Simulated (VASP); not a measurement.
# AlGa3N2 (P-3m1) in VASP: density of states with PBE

Aim: the density of states of AlGa3N2 with PBE.

All numbers are computed with VASP 6.6.1; they aren't measurements. Logs are shortened: lines on timing, memory, paths and dates and some standing lists are left out, and cuts for length are marked.

**1. The crystal as given**

The structure is trigonal, space group P-3m1 (No. 164). The conventional cell has a = 3.173 Å, b = 3.173 Å, c = 9.473 Å, α = 90.00°, β = 90.00°, γ = 120.00°. Al (site symmetry -3m) has 6 N at 2.07 Å as nearest neighbours. Ga (site symmetry 3m) is surrounded by 1 N at 1.80 Å. Ga (site symmetry -3m) has 6 Ga at 2.68 Å as nearest neighbours. Around N (site symmetry 3m) lie 1 Ga at 1.80 Å.

The cell was built by a generator and needn't be a form met in nature.

**2. Density of states, PBE**

POSCAR

```
AlGa3N2                                 
1.0
    3.1725597352      0.0000000001     -0.0000000000
   -1.5862798624      2.7475173236      0.0000000000
   -0.0000000000     -0.0000000000      9.4727031242
  Al              Ga              N             
     1     3     2
Direct
     1.0000000000000000    0.0000000000000000    1.0000000000000000
     0.6666666699999979    0.3333333300000021    0.7069878784006706
     0.3333333300000021    0.6666666699999979    0.2930121215993294
     1.0000000000000000    0.0000000000000000    0.5000000000000000
     0.6666666699999979    0.3333333300000021    0.8973261104447928
     0.3333333300000021    0.6666666699999979    0.1026738895552001
```

INCAR.step1

```
PREC     = Accurate       # precision mode
ENCUT    = 520            # plane-wave cutoff, eV
EDIFF    = 1E-6           # SCF threshold, eV
ISMEAR   = 0              # smearing method
SIGMA    = 0.1            # smearing width, eV
LREAL    = False          # projectors in reciprocal space
LASPH    = True           # aspherical terms in the spheres
NELM     = 80             # most SCF steps
ALGO     = Fast           # electronic algorithm
ISIF     = 2              # what is computed and relaxed
LWAVE    = False          # write WAVECAR
LCHARG   = True           # write CHGCAR
GGA      = PE             # functional
NBANDS   = 35             # bands
KPAR     = 4
```

KPOINTS.step1

```
Automatic mesh
0
Gamma
  12 12 4
```

INCAR.step2

```
PREC     = Accurate       # precision mode
ENCUT    = 520            # plane-wave cutoff, eV
EDIFF    = 1E-6           # SCF threshold, eV
ISMEAR   = -5             # smearing method
SIGMA    = 0.1            # smearing width, eV
LREAL    = False          # projectors in reciprocal space
LASPH    = True           # aspherical terms in the spheres
NELM     = 80             # most SCF steps
ALGO     = Fast           # electronic algorithm
ISIF     = 2              # what is computed and relaxed
LWAVE    = False          # write WAVECAR
LCHARG   = False          # write CHGCAR
GGA      = PE             # functional
LORBIT   = 11             # projections on sites
NBANDS   = 35             # bands
KPAR     = 4            
NEDOS    = 2001           # points of the DOS
ICHARG   = 11             # starting density
```

KPOINTS.step2

```
Automatic mesh
0
Gamma
  18 18 6
```

Potentials or basis: VASP PAW PBE potentials, release 64 (Al, Ga_d, N).

The run is started by

```sh
$ cat potpaw_PBE.64/Al/POTCAR potpaw_PBE.64/Ga_d/POTCAR potpaw_PBE.64/N/POTCAR > POTCAR
$ cp INCAR.step1 INCAR
$ cp KPOINTS.step1 KPOINTS
$ mpirun -np 4 vasp_std > vasp.out
$ cp INCAR.step2 INCAR
$ cp KPOINTS.step2 KPOINTS
$ mpirun -np 4 vasp_std > vasp.out
```

OUTCAR:

```text
PREC = Accurate
   ENCUT = 520
   EDIFF = 1E-6
   ISMEAR = -5
   LREAL = False
   LASPH = True
   NELM = 80
   ISIF = 2
   GGA = PE
   LORBIT = 11
   ICHARG = 11

 ion  position               nearest neighbor table
   1  0.000  0.000  0.000-   6 2.07   5 2.07   6 2.07   5 2.07   6 2.07   5 2.07
   2  0.667  0.333  0.707-   5 1.80   4 2.68   4 2.68   4 2.68
   3  0.333  0.667  0.293-   6 1.80   4 2.68   4 2.68   4 2.68
   4  0.000  0.000  0.500-   2 2.68   3 2.68   3 2.68   2 2.68   2 2.68   3 2.68
   5  0.667  0.333  0.897-   2 1.80   1 2.07   1 2.07   1 2.07
   6  0.333  0.667  0.103-   3 1.80   1 2.07   1 2.07   1 2.07

  LATTYP: Found a hexagonal cell.
 ALAT       =     3.1725597352
 C/A-ratio  =     2.9858234091

  Lattice vectors:

 A1 = (   3.1725597352,   0.0000000001,   0.0000000000)
 A2 = (  -1.5862798624,   2.7475173236,   0.0000000000)
 A3 = (   0.0000000000,   0.0000000000,   9.4727031242)

Analysis of symmetry for initial positions (statically):
=====================================================================
 Subroutine PRICEL returns:
 Original cell was already a primitive cell.

 Routine SETGRP: Setting up the symmetry group for a
 hexagonal supercell.

 Subroutine GETGRP returns: Found 12 space group operations
 (whereof 12 operations were pure point group operations)
 out of a pool of 24 trial point group operations.

The static configuration has the point symmetry D_3d.

Analysis of symmetry for dynamics (positions and initial velocities):
=====================================================================
 Subroutine PRICEL returns:
 Original cell was already a primitive cell.

 Routine SETGRP: Setting up the symmetry group for a
 hexagonal supercell.

 Subroutine GETGRP returns: Found 12 space group operations
 (whereof 12 operations were pure point group operations)
 out of a pool of 24 trial point group operations.

The dynamic configuration has the point symmetry D_3d.

 Subroutine INISYM returns: Found 12 space group operations
 (whereof 12 operations are pure point group operations),
 and found     1 'primitive' translations

----------------------------------------------------------------------------------------

                                     Primitive cell

  volume of cell :      82.5704

  direct lattice vectors                    reciprocal lattice vectors
     3.172559735  0.000000000  0.000000000     0.315202891  0.181982473  0.000000000
    -1.586279862  2.747517324  0.000000000    -0.000000000  0.363964948  0.000000000
     0.000000000  0.000000000  9.472703124     0.000000000  0.000000000  0.105566488

  length of vectors
     3.172559735  3.172559731  9.472703124     0.363964948  0.363964948  0.105566488

  position of ions in fractional coordinates (direct lattice)
     0.000000000  0.000000000  0.000000000
     0.666666670  0.333333330  0.706987878
     0.333333330  0.666666670  0.293012122
     0.000000000  0.000000000  0.500000000
     0.666666670  0.333333330  0.897326110
     0.333333330  0.666666670  0.102673890

  ion indices of the primitive-cell ions
   primitive index   ion index
                 1           1
                 2           2
                 3           3
                 4           4
                 5           5
                 6           6

----------------------------------------------------------------------------------------

 KPOINTS: Automatic mesh

Automatic generation of k-mesh.
 Grid dimensions read from file:
 generate k-points for:   18   18    6

 Generating k-lattice:

  Cartesian coordinates                     Fractional coordinates (reciprocal lattice)
     0.017511272  0.010110137  0.000000000     0.055555556 -0.000000000  0.000000000
    -0.000000000  0.020220275  0.000000000     0.000000000  0.055555556  0.000000000
     0.000000000  0.000000000  0.017594415     0.000000000  0.000000000  0.166666667

  Length of vectors
     0.020220275  0.020220275  0.017594415

  Shift w.r.t. Gamma in fractional coordinates (k-lattice)
     0.000000000  0.000000000  0.000000000

 TETIRR: Found   2825 inequivalent tetrahedra from    11664

 Subroutine IBZKPT returns following result:
 ===========================================

 Found    202 irreducible k-points:

 Following reciprocal coordinates:
            Coordinates               Weight
  0.000000  0.000000  0.000000      1.000000
  0.055556  0.000000  0.000000      6.000000
  0.111111  0.000000  0.000000      6.000000
  0.166667  0.000000  0.000000      6.000000
  0.222222  0.000000  0.000000      6.000000
  0.277778 -0.000000  0.000000      6.000000
[... 16 lines left out ...]
  0.333333  0.111111  0.000000     12.000000
  0.388889  0.111111  0.000000     12.000000
 [... further k-points ...]
   k-points           NKPTS =    202   k-points in BZ     NKDIM =    202   number of bands    NBANDS=     35
   number of dos      NEDOS =   2001   number of ions     NIONS =      6
   total plane-waves  NPLWV =  40320
   dimension x,y,z NGX =    24 NGY =   24 NGZ =   70
   dimension x,y,z NGXF=    48 NGYF=   48 NGZF=  140
   ions per type =               1   3   2
   NGX,Y,Z   is equivalent  to a cutoff of  12.58, 12.58, 12.28 a.u.
   NGXF,Y,Z  is equivalent  to a cutoff of  25.15, 25.15, 24.57 a.u.
 SYSTEM =  unknown system
   PREC   = accura    normal or accurate (medium, high low for compatibility)
   ISTART =      0    job   : 0-new  1-cont  2-samecut
   ICHARG =     11    charge: 1-file 2-atom 10-const
   ISPIN  =      1    spin polarized calculation?
   LNONCOLLINEAR =      F non collinear calculations
   LSORBIT =      F    spin-orbit coupling
   LASPH  =      T    aspherical Exc in radial PAW
   ENCUT  =  520.0 eV  38.22 Ry    6.18 a.u.   5.90  5.90 17.61*2*pi/ulx,y,z
   NELM   =     80;   NELMIN=  2; NELMDL=  0     # of ELM steps
   EDIFF  = 0.1E-05   stopping-criterion for ELM
   LREAL  =      F    real-space projection
[... 7 lines left out ...]
   TEBEG  =    0.0;   TEEND  =   0.0 temperature during run
   PSTRESS=    0.0 pullay stress
   NELECT =      52.0000    total number of electrons
   NUPDOWN=      -1.0000    fix difference up-down
   EMIN   =  10.00;   EMAX   =-10.00  energy-range for DOS
   EFERMI =   0.00;   METHOD = LEGACY
   ISMEAR =    -5;   SIGMA  =   0.10  broadening in eV -4-tet -1-fermi 0-gaus
   EFERMI_NEDOS =   21; number of points for ismear=-14 and -15
   IALGO  =     68    algorithm
   IMIX   =      4    mixing-type and parameters
     AMIX     =   0.40;   BMIX     =  1.00
     AMIX_MAG =   1.60;   BMIX_MAG =  1.00
  volume/ion in A,a.u.               =      13.76        92.87
  Fermi-wavevector in a.u.,A,eV,Ry     =   1.403248  2.651755 26.791314  1.969106
  Thomas-Fermi vector in A             =   2.525929
   LORBIT       =     11    0 simple, 1 ext, 2 COOP (PROOUT), +10 PAW based schemes
   GGA     = PE    functional components
   LHFCALC =     F    Hartree Fock is set to
   AEXX    =    0.0000 exact exchange contribution
   IVDW    =     0    specifies the selected vdW correction
   LEPSILON=     F    determine dielectric tensor
   LRPA    =     F    only Hartree local field effects (RPA)
 non-spin polarized calculation
 RMM-DIIS sequential band-by-band and
 Fermi weights with tetrahedron method with Bloechl corrections
  energy-cutoff  :      520.00
  volume of cell :       82.57
 maximum number of plane-waves:      2250

 number of electron      52.0000023 magnetization

 Free energy of the ion-electron system (eV)
  ---------------------------------------------------
  ext. energy  EPLUGINS =         0.00000000
  ---------------------------------------------------
  free energy    TOTEN  =       -29.96750482 eV

  energy without entropy =      -29.96750482  energy(sigma->0) =      -29.96750482

 E-fermi :   5.6945     XC(G=0): -11.1566

 val. band max:        5.6991878063   @ k =   0.3889   0.1111   0.5000
 cond. band min:       5.6003192328   @ k =   0.2222   0.2222   0.1667
 fundamental gap:     -0.0988685735
 Fermi energy:         5.6944503912

 k-point     1 :       0.0000    0.0000    0.0000
  band No.  band energies     occupation
      1     -10.2077      2.00000
      2      -9.6129      2.00000
      3      -9.4246      2.00000
      4      -9.4246      2.00000
      5      -9.3674      2.00000
      6      -9.3483      2.00000
[... 27 lines left out ...]
     34      15.9298      0.00000
     35      15.9606      0.00000

 k-point     2 :       0.0556    0.0000    0.0000
  band No.  band energies     occupation
      1     -10.1877      2.00000
      2      -9.6128      2.00000
      3      -9.4216      2.00000
      4      -9.4216      2.00000
      5      -9.3654      2.00000
      6      -9.3502      2.00000
[... 27 lines left out ...]
     34      15.5116      0.00000
     35      16.0428      0.00000

 k-point     3 :       0.1111    0.0000    0.0000
  band No.  band energies     occupation
      1     -10.1307      2.00000
      2      -9.6127      2.00000
      3      -9.4139      2.00000
      4      -9.4135      2.00000
      5      -9.3626      2.00000
      6      -9.3530      2.00000
[... 27 lines left out ...]
     34      14.7489      0.00000
     35      16.4339      0.00000
[... 723 lines left out ...]
 k-point    23 :       0.3333    0.1111    0.0000
  band No.  band energies     occupation
      1      -9.6795      2.00000
      2      -9.6116      2.00000
      3      -9.4156      2.00000
      4      -9.3909      2.00000
      5      -9.3536      2.00000
      6      -9.3233      2.00000
[... 27 lines left out ...]
     34      14.2044      0.00000
     35      14.9320      0.00000

 k-point    24 :       0.3889    0.1111    0.0000
  band No.  band energies     occupation
      1      -9.6449      2.00000
      2      -9.6093      2.00000
      3      -9.4225      2.00000
      4      -9.3906      2.00000
      5      -9.3539      2.00000
      6      -9.3177      2.00000
[... 27 lines left out ...]
     34      14.0493      0.00000
     35      14.8074      0.00000

 [... further k-points ...]
[... 5 lines left out ...]
  --------------------------------------------------------------------------------------
  -------------------------------------------------------------------------------------
  Total       -0.2808603     -0.2808603     -0.9672271     -0.0000000      0.0000000     -0.0000000
  in kB       -5.4497522     -5.4497522    -18.7678653     -0.0000000      0.0000000     -0.0000000
  external PRESSURE =      -9.8891232 kB  Pullay stress =       0.0000000 kB

 VOLUME and BASIS-vectors are now :
 -----------------------------------------------------------------------------
  energy-cutoff  :      520.00
  volume of cell :       82.57
      direct lattice vectors                 reciprocal lattice vectors
     3.172559735  0.000000000  0.000000000     0.315202891  0.181982473  0.000000000
    -1.586279862  2.747517324  0.000000000    -0.000000000  0.363964948  0.000000000
     0.000000000  0.000000000  9.472703124     0.000000000  0.000000000  0.105566488

 POSITION                                       TOTAL-FORCE (eV/Angst)
 -----------------------------------------------------------------------------------
      0.00000      0.00000      0.00000         0.000000      0.000000      0.000000
      1.58628      0.91584      6.69709        -0.000000      0.000000      0.158583
     -0.00000      1.83168      2.77562         0.000000     -0.000000     -0.158583
      0.00000      0.00000      4.73635         0.000000      0.000000      0.000000
      1.58628      0.91584      8.50010         0.000000     -0.000000     -0.040026
     -0.00000      1.83168      0.97260        -0.000000      0.000000      0.040026
 -----------------------------------------------------------------------------------
    total drift:                                0.000000      0.000000      0.000000

  FREE ENERGIE OF THE ION-ELECTRON SYSTEM (eV)
  ---------------------------------------------------
  free  energy   TOTEN  =       -29.9675048198 eV

  energy  without entropy=      -29.9675048198  energy(sigma->0) =      -29.96750482

 total charge

# of ion       s       p       d       tot
------------------------------------------
    1        0.315   0.348   0.000   0.663
    2        0.947   0.757  10.025  11.730
    3        0.947   0.757  10.025  11.730
    4        0.963   0.674   9.972  11.609
    5        1.260   2.464   0.000   3.724
    6        1.260   2.464   0.000   3.724
--------------------------------------------------
tot          5.692   7.465  30.023  43.180
```

Wall time 2.1 min (4 MPI ranks of AMD EPYC 9R45 (Zen 5), shared host); peak memory 0.51 GiB.

What came out:

```yaml
Valence_electrons_inside_the_program's_atomic_spheres: Al 0.66; Ga 11.73, 11.61; N 3.72
```

States per cell in windows of 1 eV (zero at the Fermi level; states under -8 eV left out):
```
from (eV)  total  N5_p  N6_p  Ga4_p  Ga2_p  Ga3_p  Ga2_s
     -8.0   0.80  0.02  0.02   0.04   0.02   0.02   0.11
     -7.0   0.99  0.04  0.04   0.04   0.03   0.03   0.13
     -6.0   2.21  0.25  0.25   0.05   0.06   0.06   0.19
     -5.0   1.85  0.23  0.23   0.06   0.08   0.08   0.06
     -4.0   2.00  0.23  0.23   0.09   0.09   0.09   0.08
     -3.0   2.60  0.39  0.39   0.11   0.12   0.12   0.07
     -2.0   3.55  0.67  0.67   0.14   0.15   0.15   0.06
     -1.0   2.96  0.62  0.62   0.12   0.13   0.13   0.03
      0.0   1.11  0.09  0.09   0.09   0.10   0.10   0.04
      1.0   1.78  0.15  0.15   0.12   0.15   0.15   0.06
      2.0   1.41  0.07  0.07   0.14   0.13   0.13   0.06
      3.0   1.43  0.05  0.05   0.21   0.15   0.15   0.05
      4.0   1.53  0.06  0.06   0.21   0.15   0.15   0.06
      5.0   1.82  0.07  0.07   0.27   0.18   0.18   0.05
      6.0   1.96  0.06  0.06   0.22   0.19   0.19   0.05
      7.0   2.73  0.12  0.12   0.28   0.16   0.16   0.06
```

Caveat: tetrahedron occupations give inexact forces and stress in metals.
